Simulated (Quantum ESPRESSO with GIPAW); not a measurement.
# Solid-state NMR of CaO by GIPAW

Wanted: NMR shieldings for each site of CaO.

Main program and level: Quantum ESPRESSO with GIPAW 8.0dev (patched build); DFT, PBEsol, plane-wave PAW (pslibrary 1.0.0 recipes), scalar-relativistic, GIPAW; a patched development version of the program.

## 1. The structure

Symmetry: P6_3/mmc, No. 194, hexagonal system. The conventional cell has a = 3.992 Å, b = 3.992 Å, c = 4.785 Å, α = 90.00°, β = 90.00°, γ = 120.00°. Nearest to Ca lie 5 O at 2.30 to 2.39 Å. Nearest to O lie 5 Ca at 2.30 to 2.39 Å. Farther neighbours and most contacts between anions are not listed.

Coordinates:

```cif
data_structure
_symmetry_space_group_name_H-M 'P6_3/mmc'
_symmetry_Int_Tables_number 194
_cell_length_a 3.9920
_cell_length_b 3.9920
_cell_length_c 4.7848
_cell_angle_alpha 90.000
_cell_angle_beta 90.000
_cell_angle_gamma 120.000
_cell_volume 66.03
loop_
_atom_site_label
_atom_site_type_symbol
_atom_site_symmetry_multiplicity
_atom_site_Wyckoff_symbol
_atom_site_fract_x
_atom_site_fract_y
_atom_site_fract_z
_atom_site_occupancy
Ca1 Ca 2 d 0.66667 0.33333 0.25000 1
O1 O 2 c 0.66667 0.33333 0.75000 1
```

The cell is a computed entry of the Materials Project; it need not be the form that is stable at ambient conditions.

## 2. Self-consistent run

GIPAW is a response on top of the ground state, so the wavefunctions come first. Their errors pass straight into the induced current, hence the tight threshold. No empty states are asked for: the response is solved without them. The mesh has a spacing of 0.27 Å⁻¹ at most. The PAW files were made with ld1.x from the pslibrary 1.0.0 recipes, with GIPAW reconstruction switched on.

scf.in reads:

```
&control
  calculation = 'scf'
  prefix = 'x'
  outdir = './tmp/'
  pseudo_dir = './'
/
&system
  ibrav = 0
  nat = 4
  ntyp = 2
  ecutwfc = 55
  ecutrho = 330
  nbnd = 16
/
&electrons
  conv_thr = 1.0d-10
  mixing_beta = 0.7
  electron_maxstep = 100
/
ATOMIC_SPECIES
  Ca 40.078 Ca.pbesol-spn-kjpaw_psl.1.0.0-gipaw.UPF
  O 15.999 O.pbesol-n-kjpaw_psl.1.0.0-gipaw.UPF
CELL_PARAMETERS angstrom
  3.99197582 0.00000000 0.00000000
  -1.99598791 3.45715248 0.00000000
  0.00000000 0.00000000 4.78484001
ATOMIC_POSITIONS crystal
  Ca 0.66666667 0.33333333 0.25000000
  Ca 0.33333333 0.66666667 0.75000000
  O 0.66666667 0.33333333 0.75000000
  O 0.33333333 0.66666667 0.25000000
K_POINTS automatic
  7 7 5 0 0 0
```

Command:

```sh
$ mpirun -np 4 pw.x -nk 4 -in scf.in > scf.out
```

The log of the run:

```text
using ibrav=0 with symmetry is DISCOURAGED, use correct ibrav instead

     bravais-lattice index     =            0
     lattice parameter (alat)  =       7.5437  a.u.
     unit-cell volume          =     445.6259 (a.u.)^3
     number of atoms/cell      =            4
     number of atomic types    =            2
     number of electrons       =        32.00
     number of Kohn-Sham states=           16
     kinetic-energy cutoff     =      55.0000  Ry
     charge density cutoff     =     330.0000  Ry
     scf convergence threshold =      1.0E-10
     mixing beta               =       0.7000
     number of iterations used =            8  plain     mixing
     Exchange-correlation= SLA-PW-PSX-PSC
                           (   1   4  10   8   0   0   0)
[...]
Ca               10.00    40.07800     Ca( 1.00)
     O                 6.00    15.99900     O ( 1.00)

     24 Sym. Ops., with inversion, found (12 have fractional translation)
[...]
number of k points=    24
[...]
Dense  grid:    45065 G-vectors     FFT dimensions: (  45,  45,  54)

     Smooth grid:    24625 G-vectors     FFT dimensions: (  36,  36,  48)

     Check: negative core charge=   -0.000004

     Initial potential from superposition of free atoms

     starting charge      31.9908, renormalised to      32.0000
     Starting wfcs are   24 randomized atomic wfcs

     Self-consistent Calculation

     iteration #  1     ecut=    55.00 Ry     beta= 0.70
     Davidson diagonalization with overlap
     ethr =  1.00E-02,  avg # of iterations =  1.0

     total energy              =    -345.15684441 Ry
     estimated scf accuracy    <       1.85326376 Ry

     iteration #  2     ecut=    55.00 Ry     beta= 0.70
     Davidson diagonalization with overlap
     ethr =  5.79E-03,  avg # of iterations =  7.2

     total energy              =    -345.82485703 Ry
     estimated scf accuracy    <       4.73656467 Ry

     iteration #  3     ecut=    55.00 Ry     beta= 0.70
     Davidson diagonalization with overlap
     ethr =  5.79E-03,  avg # of iterations =  3.5

     total energy              =    -345.28140637 Ry
     estimated scf accuracy    <       1.21997698 Ry

[...]
total energy              =    -346.46868145 Ry
[...]
iteration # 37     ecut=    55.00 Ry     beta= 0.70
     Davidson diagonalization with overlap
     ethr =  1.09E-11,  avg # of iterations =  4.9

     total energy              =    -346.46868145 Ry
     estimated scf accuracy    <          7.8E-10 Ry

     iteration # 38     ecut=    55.00 Ry     beta= 0.70
     Davidson diagonalization with overlap
     ethr =  2.45E-12,  avg # of iterations =  6.8

     End of self-consistent calculation
     [one-electron energies left out]

!    total energy              =    -346.46868145 Ry
     total all-electron energy =     -3018.806623 Ry
     estimated scf accuracy    <          4.3E-11 Ry

     The total energy is the sum of the following terms:
     one-electron contribution =     -76.63994075 Ry
     hartree contribution      =      53.66636212 Ry
     xc contribution           =     -39.02367365 Ry
     ewald contribution        =    -149.35274979 Ry
     one-center paw contrib.   =    -135.11867938 Ry

     convergence has been achieved in  38 iterations
[...]
JOB DONE.
```

Run time: 37 s. Hardware: 4 MPI ranks of Arm Neoverse V1, shared host; peak memory 0.58 GiB.

It converged in 38 cycles to an estimated accuracy of 4e-11 Ry, on 24 irreducible k-points.

## 3. GIPAW: job nmr

A uniform field breaks periodicity, so gipaw.x applies it as a wave of small q and takes the limit. It solves for the first-order states, builds the induced current and gets the field at each nucleus by Biot–Savart; the PAW spheres add what the smooth waves miss near the nuclei. pawproj makes the reconstruction use the PAW data sets' own projectors.

nmr.in reads:

```
&inputgipaw
  job = 'nmr'
  prefix = 'x'
  tmp_dir = './tmp/'
  restart_mode = 'from_scratch'
  verbosity = 'low'
  q_gipaw = 0.01
  spline_ps = .true.
  conv_threshold = 1.0d-11
  use_nmr_macroscopic_shape = .false.
  pawproj(1) = .true.
  pawproj(2) = .true.
/
```

Command:

```sh
$ mpirun -np 4 gipaw.x -in nmr.in > nmr.out
```

The log of the run:

```text
[banner, memory and clock lines left out]
[a note of our patched build left out]

     Parallelizing q-star over 1 images

     IMPORTANT: XC functional enforced from input :
     Exchange-correlation= PBESOL
                           (   1   4  10   8   0   0   0)
     Any further DFT definition will be discarded
     Please, verify this is what you really want

     Check: negative core charge=   -0.000004
[...]
projs nearly linearly dependent: l=0  n1,n2= 1, 2  s=  0.99168239
[...]
WARNING: some symmetry operations do not permute x, y and z, so the susceptibility and the shape term are
     wrong: all shieldings move alike (in wurtzite BN nosym gave 13 and 6 ppm more at 3 and 6 points an axis).
     Run pw.x with nosym, and raise the mesh until the susceptibility stays

     alpha_pv=     74.8554 eV

     spline_ps is .false., expect some extrapolation errors

     q-space interpolation up to    66.00 Rydberg

     GIPAW job: nmr
     NMR macroscopic correction: no
[...]
Computing the magnetic susceptibility     isolve=0    ethr=  0.1000E-10
     Starting from scratch
     k-point #    1 of    24      pool #  1    cpu time:       0.8
[...]
End of magnetic susceptibility calculation

     f-sum rule (1st term):
           -31.9584          0.0000          0.0000
             0.0000        -31.9584          0.0000
             0.0000         -0.0000        -31.9573

     f-sum rule (2nd term):
            -0.8931         -0.0000          0.0000
            -0.0000         -0.8931         -0.0000
             0.0000         -0.0000         -0.8978

     f-sum rule (should be   -32.8518):
           -32.8516          0.0000          0.0000
             0.0000        -32.8516          0.0000
             0.0000         -0.0000        -32.8551

[... susceptibilities left out ...]
     Contributions to the NMR chemical shifts: -------------------------------

     Macroscopic shape contribution in ppm:                    0.00
             0.0000          0.0000          0.0000
             0.0000          0.0000          0.0000
             0.0000          0.0000          0.0000

     Core contribution in ppm:

     Atom  1  Ca  pos: (  0.500000  0.288675  0.299654)  core sigma:        1264.01
     Atom  2  Ca  pos: ( -0.000000  0.577350  0.898961)  core sigma:        1264.01
     Atom  3  O   pos: (  0.500000  0.288675  0.898961)  core sigma:         270.50
     Atom  4  O   pos: ( -0.000000  0.577350  0.299654)  core sigma:         270.50

     Bare contribution in ppm:

     Atom  1  Ca  pos: (  0.500000  0.288675  0.299654)  bare sigma:          69.87
[...]
Atom  2  Ca  pos: ( -0.000000  0.577350  0.898961)  bare sigma:          69.87
[...]
Atom  3  O   pos: (  0.500000  0.288675  0.898961)  bare sigma:         -59.50
[...]
Atom  4  O   pos: ( -0.000000  0.577350  0.299654)  bare sigma:         -59.50
[...]
Diamagnetic contribution in ppm:

     Atom  1  Ca  pos: (  0.500000  0.288675  0.299654)  dia sigma:          -3.38
[...]
Atom  2  Ca  pos: ( -0.000000  0.577350  0.898961)  dia sigma:          -3.38
[...]
Atom  3  O   pos: (  0.500000  0.288675  0.898961)  dia sigma:          17.28
[...]
Atom  4  O   pos: ( -0.000000  0.577350  0.299654)  dia sigma:          17.28
[...]
Paramagnetic contribution in ppm:

     Atom  1  Ca  pos: (  0.500000  0.288675  0.299654)  para sigma:        -653.27
[...]
Atom  2  Ca  pos: ( -0.000000  0.577350  0.898961)  para sigma:        -653.27
[...]
Atom  3  O   pos: (  0.500000  0.288675  0.898961)  para sigma:        -186.18
[...]
Atom  4  O   pos: ( -0.000000  0.577350  0.299654)  para sigma:        -186.18
[...]
Paramagnetic US occ-occ contribution in ppm:

     Atom  1  Ca  pos: (  0.500000  0.288675  0.299654)  para_oo sigma:          -2.73
[...]
Atom  2  Ca  pos: ( -0.000000  0.577350  0.898961)  para_oo sigma:          -2.73
[...]
Atom  3  O   pos: (  0.500000  0.288675  0.898961)  para_oo sigma:           1.95
[...]
Atom  4  O   pos: ( -0.000000  0.577350  0.299654)  para_oo sigma:           1.95
[...]
Paramagnetic US L_R Q_R contribution in ppm:

     Atom  1  Ca  pos: (  0.500000  0.288675  0.299654)  para_lq sigma:         258.03
[...]
Atom  2  Ca  pos: ( -0.000000  0.577350  0.898961)  para_lq sigma:         258.03
[...]
Atom  3  O   pos: (  0.500000  0.288675  0.898961)  para_lq sigma:        -232.57
[...]
Atom  4  O   pos: ( -0.000000  0.577350  0.299654)  para_lq sigma:        -232.57
[...]
Total NMR chemical shifts in ppm: ---------------------------------------
     (adopting the Simpson convention for anisotropy and asymmetry)-----------

     Atom  1  Ca  pos: (  0.500000  0.288675  0.299654)  Total sigma:         932.53
           959.6646         -0.0000          0.0000
            -0.0000        959.6646          0.0000
             0.0000          0.0000        878.2594

     Ca      1    anisotropy:    -81.41    eta:    0.0000
[...]
Atom  2  Ca  pos: ( -0.000000  0.577350  0.898961)  Total sigma:         932.53
[... its tensor is left out ...]
     Atom  3  O   pos: (  0.500000  0.288675  0.898961)  Total sigma:        -188.52
          -157.5914         -0.0000         -0.0000
            -0.0000       -157.5914          0.0000
            -0.0000          0.0000       -250.3861

     O       3    anisotropy:    -92.79    eta:    0.0000
[...]
Atom  4  O   pos: ( -0.000000  0.577350  0.299654)  Total sigma:        -188.52
[... its tensor is left out ...]
```

Elapsed: 3.5 min, on 4 MPI ranks; peak memory 0.32 GiB; 14 min of CPU time.

The f-sum rule is met to 0.0033 of 32.9 (0.01 %). Converged shieldings require that this miss be small, but a small miss does not prove them. gipaw.x warns that with these symmetry operations the susceptibility and the shape term are unreliable; the other terms are not touched.

From the symmetric part of each tensor, with principal values σ11 ≤ σ22 ≤ σ33: σ_iso is their mean, the span is σ33 − σ11 and the skew 3(σ_iso − σ22)/span. (gipaw.x prints an anisotropy in another convention.)

```tsv
site	atom no.	atoms in cell	σ_iso (ppm)	span (ppm)	skew
Ca	1	2	933	81	-1.00
O	3	2	-188.5	92.8	-1.00
```

The macroscopic shape term is switched off. For a spherical sample the valence susceptibility of this run would add about 5 ppm to every site, a rough estimate, since the susceptibility converges slowly and lacks part of the PAW terms, above all in hexagonal and trigonal cells. Differences within the crystal don't depend on it, but shieldings of different compounds can't be compared to better than a few ppm without it.

An axis of order three or more runs through Ca and O, so two principal values coincide and the skew is ±1. In this run the largest span is that of O (site symmetry -6m2), with principal values -250.4, -157.6 and -157.6 ppm.

17O and 43Ca also have a quadrupolar coupling here. It is not given: on PAW files the efg job of this gipaw.x leaves out the augmentation charge of neighbouring atoms and can miss by tens of per cent.

## 4. NMR parameters by site

Covalently bonded atoms count as neighbours within 1.18 times the sum of their radii. Otherwise a cation's neighbours lie within 1.2 times its shortest bond (1.3 for large cations, each anion's radius taken off where they differ), and an anion's are the cations that count it.

```tsv
site	atom no.	atoms in cell	surroundings	bonds (Å)	σ_iso (ppm)
Ca	1	2	CaO5	2.30 to 2.39	933
O	3	2	bound to Ca5	2.30 to 2.39	-188.5
```

## 5. What came out

| Item | Value |
| --- | --- |
| 17O shielding without shape term | -188.5 ppm |
| 43Ca shielding without shape term | 933 ppm |

In words: 17O has one site (bound to Ca5), with isotropic shielding -188.5 ppm (shape term left out). A shift needs a reference, δ = σ_ref − σ, fixed on measured compounds; for 17O of this kind at this level too few were at hand, or they scattered too widely about a line, so none is given. No sound run at another cutoff or mesh is at hand, so convergence rests on the f-sum rule and on experience with these files. Semilocal functionals place the empty 3d states of Ca too low, which is known to deshield neighbouring O too much. This build of gipaw.x prints that it is not audited and that its numbers are no references by themselves. It also reports spline_ps as false although the input sets it; why was not traced. pw.x warned of eigenvalues not converged in some cycles of 4 ground-state runs, which then met the threshold.

[Banner, clock, file and message-heading lines were taken out of the pw.x and gipaw.x logs.]

[Logs are printed without paths, hosts, clocks, repeated set-up lines and the standing remarks that a program may print on its own settings, such as how far it seeks lower states.]

[Hosts, paths, dates, database ids (printed as entryN), source tags and the programs' standing remarks are cut or masked in the printed files.]

[Where no reference line passes its bar on scatter, no shift is given, so a measured shift of this compound may stand uncompared.]
